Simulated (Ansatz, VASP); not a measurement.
## InAs: VASP beside Ansatz

One calculation is typed for both programs; each brings its own data sets. How far apart do they land? The cell is taken from a series of runs on this material, whose earlier steps may have relaxed, scaled, displaced or heated it; both programs get it as it stands.

Calculated with Ansatz 0.2.0; plane waves, with VASP 6.6.1 beside it; zone-centre phonons at LDA.

### 1. The starting structure

It takes space group I-4m2 (No. 119, tetragonal). Conventional cell: a = 4.346 Å, b = 4.346 Å, c = 5.886 Å, α = 90.00°, β = 90.00°, γ = 90.00°. As has 4 In at 2.62 Å nearest. Nearest to In lie 4 As at 2.62 Å. Farther neighbours are not listed.

### 2. VASP: zone-centre phonons, LDA

Second derivatives magnify differences that forces hide, and they need a tight electronic threshold.

Lines of VASP's logs that name or quote its potential files are left out, and so is its time.

File INCAR:

```
SYSTEM = InAs
PREC = Accurate
ENCUT = 500
EDIFF = 1E-08
NELM = 120
ISMEAR = 1
SIGMA = 0.2
LREAL = .FALSE.
ALGO = Normal
GGA = CA
NBANDS = 15
LORBIT = 11
LWAVE = .FALSE.
LCHARG = .FALSE.
ISIF = 2
IBRION = 8
LASPH = .TRUE.
GGA_COMPAT = .FALSE.
EFERMI = MIDGAP
KPAR = 2
```

File POSCAR:

```
InAs
1.0
    0.0000000000      3.0731698812      2.9429952466
    3.0731698812      0.0000000000      2.9429952466
    3.0731698812      3.0731698812      0.0000000000
As In
1 1
Direct
    0.7500000000      0.7500000000      0.7500000000
    0.0000000000      0.0000000000      0.0000000000
```

File KPOINTS:

```
Automatic mesh
0
Gamma
12 12 12
0 0 0
```

PAW data sets: As and In_d (LDA family, release 64).

Launch:

```console
> mpirun -np 2 vasp_std
```

Numbers of over 12 decimals in the logs are rounded to 6 here.

Log:

```text
[banner, memory and clock lines left out]
running    2 mpi-ranks, on    1 nodes
 distrk:  each k-point on    1 cores,    2 groups
 distr:  one band on    1 cores,    1 groups

 POSCAR found type information on POSCAR AsIn
 POSCAR found :  2 types and       2 ions
 LDA part: xc-table for (Slater(with rela. corr.)+CA(PZ))
 , standard interpolation
 POSCAR, INCAR and KPOINTS ok, starting setup
 FFT: planning ... GRIDC
 FFT: planning ... GRID_SOFT
 FFT: planning ... GRID
 WAVECAR not read
 entering main loop
       N       E                     dE             d eps       ncg     rms          rms(c)
DAV:   1     0.112375578610E+03    0.11238E+03   -0.82195E+03  4897   0.126E+03
DAV:   2    -0.141866979092E+01   -0.11379E+03   -0.10946E+03  5247   0.301E+02
DAV:   3    -0.912239249069E+01   -0.77037E+01   -0.76501E+01  6374   0.797E+01
DAV:   4    -0.932271587502E+01   -0.20032E+00   -0.20026E+00  5969   0.143E+01
DAV:   5    -0.933158468695E+01   -0.88688E-02   -0.88686E-02  7411   0.259E+00    0.463E+00
DAV:   6    -0.906160955337E+01    0.26998E+00   -0.38308E-01  7756   0.110E+01    0.255E+00
DAV:   7    -0.902404406555E+01    0.37565E-01   -0.10801E-01  6831   0.304E+00    0.681E-01
DAV:   8    -0.902064560920E+01    0.33985E-02   -0.11379E-02  6541   0.130E+00    0.213E-01
DAV:   9    -0.902053694673E+01    0.10866E-03   -0.76319E-04  6327   0.259E-01    0.133E-01
DAV:  10    -0.902056032501E+01   -0.23378E-04   -0.10654E-04  7702   0.170E-01    0.685E-02
DAV:  11    -0.902056453819E+01   -0.42132E-05   -0.32775E-05  7406   0.111E-01    0.508E-02
DAV:  12    -0.902056209759E+01    0.24406E-05   -0.48865E-06  7397   0.303E-02    0.725E-03
DAV:  13    -0.902056213604E+01   -0.38450E-07   -0.67251E-07  6171   0.475E-03    0.205E-03
DAV:  14    -0.902056213252E+01    0.35277E-08   -0.27281E-08  6191   0.262E-03
   1 F= -.90205621E+01 E0= -.90207143E+01  d E =0.456512E-03
 Linear response reoptimize wavefunctions to high precision
DAV:   1    -0.902056213286E+01   -0.34356E-09   -0.26174E-09  5059   0.704E-04
DAV:   2    -0.902056213294E+01   -0.83901E-10   -0.74592E-10  3622   0.225E-04
 Linear response DOF=           4
 Linear response progress:
  Degree of freedom:   1/  4
       N       E                     dE             d eps       ncg     rms          rms(c)
RMM:   1    -0.477200563590E-01   -0.47720E-01    0.63916E-02 30029   0.155E+00
RMM:   2    -0.453003127504E-01    0.24197E-02    0.18198E-03 22346   0.577E-01    0.110E-01
RMM:   3    -0.460133618111E-01   -0.71305E-03   -0.19712E-03 26343   0.248E-01    0.466E-02
RMM:   4    -0.461783512044E-01   -0.16499E-03   -0.15827E-04 26847   0.836E-02    0.108E-02
RMM:   5    -0.462067169762E-01   -0.28366E-04   -0.17298E-05 27764   0.309E-02    0.499E-03
RMM:   6    -0.461905414871E-01    0.16175E-04   -0.18466E-06 26963   0.841E-03    0.163E-03
RMM:   7    -0.461889274055E-01    0.16141E-05   -0.12393E-07 29305   0.271E-03    0.111E-03
RMM:   8    -0.461892931268E-01   -0.36572E-06   -0.27438E-08 28569   0.115E-03    0.668E-04
RMM:   9    -0.461899425155E-01   -0.64939E-06    0.10309E-07 27422   0.414E-04    0.764E-05
RMM:  10    -0.461900204190E-01   -0.77903E-07    0.11863E-07 29357   0.167E-04    0.678E-05
RMM:  11    -0.461900182139E-01    0.22051E-08   -0.29378E-09 30628   0.680E-05    0.167E-05
 first order change of Fermi-energy   0.18561E-03
 force on displaced ion       1 direction 1 :  -7.404  -0.000  -0.000
 Linear response progress:
  Degree of freedom:   2/  4
       N       E                     dE             d eps       ncg     rms          rms(c)
RMM:   1    -0.471567463563E-01   -0.47157E-01    0.65297E-02 17560   0.152E+00
RMM:   2    -0.452345308009E-01    0.19222E-02    0.14602E-03 13274   0.559E-01    0.104E-01
RMM:   3    -0.458693221998E-01   -0.63479E-03   -0.18823E-03 15426   0.233E-01    0.447E-02
RMM:   4    -0.460175697337E-01   -0.14825E-03   -0.14358E-04 15675   0.794E-02    0.106E-02
RMM:   5    -0.460477305718E-01   -0.30161E-04   -0.16601E-05 16167   0.302E-02    0.449E-03
RMM:   6    -0.460340422327E-01    0.13688E-04   -0.17617E-06 15808   0.789E-03    0.155E-03
RMM:   7    -0.460312872696E-01    0.27550E-05   -0.18450E-07 17357   0.256E-03    0.964E-04
RMM:   8    -0.460315761027E-01   -0.28883E-06   -0.41273E-08 16176   0.101E-03    0.524E-04
RMM:   9    -0.460321889992E-01   -0.61290E-06   -0.68090E-09 15760   0.338E-04    0.899E-05
RMM:  10    -0.460322830076E-01   -0.94008E-07    0.18149E-08 17465   0.142E-04    0.677E-05
RMM:  11    -0.460322673660E-01    0.15642E-07   -0.67957E-08 17745   0.553E-05    0.179E-05
RMM:  12    -0.460322818739E-01   -0.14508E-07    0.22005E-08 16911   0.230E-05    0.349E-06
RMM:  13    -0.460322794663E-01    0.24075E-08   -0.19956E-08 16901   0.120E-05    0.167E-06
 first order change of Fermi-energy   0.95981E-03
 force on displaced ion       1 direction 3 :   0.000   0.000  -7.249
 Linear response progress:
  Degree of freedom:   3/  4
       N       E                     dE             d eps       ncg     rms          rms(c)
RMM:   1    -0.235611165169E+00   -0.23561E+00   -0.94864E-02 19316   0.489E+00
RMM:   2    -0.238053727069E+00   -0.24426E-02   -0.13408E-02 24300   0.104E+00    0.794E-02
RMM:   3    -0.238007334723E+00    0.46392E-04   -0.15650E-03 26345   0.322E-01    0.387E-02
RMM:   4    -0.237818555315E+00    0.18878E-03   -0.14709E-04 27020   0.108E-01    0.204E-02
RMM:   5    -0.237776415722E+00    0.42140E-04   -0.24233E-05 28298   0.396E-02    0.799E-03
RMM:   6    -0.237776680479E+00   -0.26476E-06   -0.32301E-06 28037   0.134E-02    0.194E-03
RMM:   7    -0.237786450080E+00   -0.97696E-05   -0.14059E-07 28885   0.404E-03    0.735E-04
RMM:   8    -0.237786039872E+00    0.41021E-06   -0.58943E-08 28510   0.170E-03    0.489E-04
RMM:   9    -0.237785573341E+00    0.46653E-06    0.26176E-07 28553   0.739E-04    0.882E-05
RMM:  10    -0.237785217989E+00    0.35535E-06    0.33870E-07 29180   0.318E-04    0.472E-05
RMM:  11    -0.237785063201E+00    0.15479E-06    0.24928E-07 30343   0.153E-04    0.191E-05
RMM:  12    -0.237785007918E+00    0.55283E-07    0.13454E-07 29666   0.849E-05    0.111E-05
RMM:  13    -0.237785065979E+00   -0.58061E-07    0.95913E-08 28399   0.526E-05    0.110E-05
RMM:  14    -0.237785074968E+00   -0.89884E-08    0.24833E-08 32646   0.337E-05    0.196E-05
 first order change of Fermi-energy  -0.36167E-04
 force on displaced ion       2 direction 1 :  -7.407  -0.000   0.000
 Linear response progress:
  Degree of freedom:   4/  4
       N       E                     dE             d eps       ncg     rms          rms(c)
RMM:   1    -0.235322508382E+00   -0.23532E+00   -0.88943E-02 11368   0.493E+00
RMM:   2    -0.237823452350E+00   -0.25009E-02   -0.12860E-02 14201   0.103E+00    0.760E-02
RMM:   3    -0.237758864448E+00    0.64588E-04   -0.14915E-03 15499   0.315E-01    0.370E-02
RMM:   4    -0.237554161251E+00    0.20470E-03   -0.12808E-04 15750   0.101E-01    0.192E-02
RMM:   5    -0.237501554141E+00    0.52607E-04   -0.21915E-05 16554   0.379E-02    0.772E-03
RMM:   6    -0.237498595211E+00    0.29589E-05   -0.25386E-06 16373   0.121E-02    0.190E-03
RMM:   7    -0.237508130957E+00   -0.95357E-05   -0.29533E-07 16909   0.357E-03    0.715E-04
RMM:   8    -0.237507904893E+00    0.22606E-06   -0.80286E-08 16609   0.149E-03    0.404E-04
RMM:   9    -0.237507711629E+00    0.19326E-06    0.38065E-08 17015   0.620E-04    0.129E-04
RMM:  10    -0.237507359117E+00    0.35251E-06    0.14734E-07 16599   0.264E-04    0.371E-05
RMM:  11    -0.237507289351E+00    0.69765E-07    0.10057E-07 17393   0.126E-04    0.215E-05
RMM:  12    -0.237507276449E+00    0.12902E-07    0.49665E-08 17543   0.675E-05    0.179E-05
RMM:  13    -0.237507347864E+00   -0.71415E-07    0.29325E-08 16731   0.417E-05    0.213E-05
RMM:  14    -0.237507347803E+00    0.60596E-10    0.15858E-08 18872   0.275E-05    0.228E-05
 first order change of Fermi-energy  -0.42345E-04
 force on displaced ion       2 direction 3 :   0.000   0.000  -7.241
 Linear response finished
```

From OUTCAR (step 2):

```text
ion  position               nearest neighbor table
   1  0.750  0.750  0.750-   2 2.62   2 2.62   2 2.62   2 2.62
   2  0.000  0.000  0.000-   1 2.62   1 2.62   1 2.62   1 2.62

  LATTYP: Found a body centered tetragonal cell.
 ALAT       =     4.3461185255
 C/A-ratio  =     1.3543097039

 Subroutine GETGRP returns: Found  8 space group operations
 (whereof  8 operations were pure point group operations)

The static configuration has the point symmetry D_2d.

 Found    163 irreducible k-points:

   k-points           NKPTS =    163   k-points in BZ     NKDIM =    163   number of bands    NBANDS=     15

   dimension x,y,z NGX =    32 NGY =   32 NGZ =   32
   dimension x,y,z NGXF=    64 NGYF=   64 NGZF=   64

   ENCUT  =  500.0 eV  36.75 Ry    6.06 a.u.   7.76  7.76  7.92*2*pi/ulx,y,z

   NELECT =      18.0000    total number of electrons

 k-points in reciprocal lattice and weights: Automatic mesh
   0.00000000  0.00000000  0.00000000       0.001
   0.08333333  0.00000000  0.00000000       0.005
   0.16666667  0.00000000  0.00000000       0.005
   0.25000000  0.00000000  0.00000000       0.005
   0.33333333  0.00000000  0.00000000       0.005
   0.41666667  0.00000000  0.00000000       0.005
   0.50000000  0.00000000  0.00000000       0.002
   0.08333333  0.08333333  0.00000000       0.001
   0.16666667  0.08333333  0.00000000       0.005
[...]
-0.33333333  0.16666667  0.50000000       0.002
  -0.25000000  0.25000000  0.50000000       0.001

 average (electrostatic) potential at core
       1 -53.1687       2 -96.1631

  Total       -0.4523191     -0.4523191      0.0496672      0.0000000      0.0000000     -0.0000000
  in kB      -13.0365551    -13.0365551      1.4314877      0.0000000      0.0000000     -0.0000000
  external PRESSURE =      -8.2138742 kB  Pullay stress =       0.0000000 kB

  energy-cutoff  :      500.00
  volume of cell :       55.59
      direct lattice vectors                 reciprocal lattice vectors
     0.000000000  3.073169881  2.942995247    -0.162698458  0.162698458  0.169894940
     3.073169881  0.000000000  2.942995247     0.162698458 -0.162698458  0.169894940
     3.073169881  3.073169881  0.000000000     0.162698458  0.162698458 -0.169894940

 POSITION                                       TOTAL-FORCE (eV/Angst)
 -----------------------------------------------------------------------------------
      4.60975      4.60975      4.41449        -0.000000     -0.000000     -0.000000
      0.00000      0.00000      0.00000         0.000000      0.000000      0.000000
 -----------------------------------------------------------------------------------
    total drift:                                0.000000      0.000000     -0.000000

 Eigenvectors and eigenvalues of the dynamical matrix
 ----------------------------------------------------

   1 f  =    6.318068 THz    39.697591 2PiTHz  210.748060 cm-1    26.129417 meV
             X         Y         Z           dx          dy          dz
      4.609755  4.609755  4.414493     0.000000    0.777824    0.000000
      0.000000  0.000000  0.000000     0.000000   -0.628483    0.000000

   2 f  =    6.318068 THz    39.697591 2PiTHz  210.748060 cm-1    26.129417 meV
             X         Y         Z           dx          dy          dz
      4.609755  4.609755  4.414493     0.777824    0.000000    0.000000
      0.000000  0.000000  0.000000    -0.628483    0.000000    0.000000

   3 f  =    6.249883 THz    39.269175 2PiTHz  208.473669 cm-1    25.847429 meV
             X         Y         Z           dx          dy          dz
      4.609755  4.609755  4.414493     0.000000    0.000000    0.778080
      0.000000  0.000000  0.000000     0.000000    0.000000   -0.628166

   4 f/i=    0.000827 THz     0.005195 2PiTHz    0.027580 cm-1     0.003419 meV
             X         Y         Z           dx          dy          dz
      4.609755  4.609755  4.414493    -0.628483    0.000000    0.000000
      0.000000  0.000000  0.000000    -0.777824    0.000000    0.000000

   5 f/i=    0.000827 THz     0.005195 2PiTHz    0.027580 cm-1     0.003419 meV
             X         Y         Z           dx          dy          dz
      4.609755  4.609755  4.414493     0.000000   -0.628483    0.000000
      0.000000  0.000000  0.000000     0.000000   -0.777824    0.000000

   6 f/i=    0.001729 THz     0.010865 2PiTHz    0.057681 cm-1     0.007152 meV
             X         Y         Z           dx          dy          dz
      4.609755  4.609755  4.414493     0.000000    0.000000   -0.628166
      0.000000  0.000000  0.000000     0.000000    0.000000   -0.778080

 ELASTIC MODULI CONTR FROM IONIC RELAXATION (kBar)
 Direction    XX          YY          ZZ          XY          YZ          ZX
 --------------------------------------------------------------------------------
 XX           0.0000      0.0000      0.0000      0.0000      0.0000      0.0000
 YY           0.0000      0.0000      0.0000      0.0000      0.0000      0.0000
 ZZ           0.0000      0.0000      0.0000      0.0000      0.0000      0.0000
 XY           0.0000      0.0000      0.0000   -200.8862      0.0000      0.0000
 YZ           0.0000      0.0000      0.0000      0.0000   -209.8144      0.0000
 ZX           0.0000      0.0000      0.0000      0.0000      0.0000   -188.2005
 --------------------------------------------------------------------------------
```

The gap is under twice the smearing width, so the edge states are partly filled and the run can't tell a small gap from a semimetal. Methfessel-Paxton smearing is not meant for a cell with a gap.

[end of part 1 of 2]

[Lines on the potential files, build, host, timing and source positions are cut from VASP's logs without a mark.]

[Logs are printed without paths, hosts, clocks, repeated set-up lines and the standing remarks that a program may print on its own settings, such as how far it seeks lower states.]

[Hosts, paths, dates, database ids (printed as entryN), source tags and the programs' standing remarks are cut or masked in the printed files.]
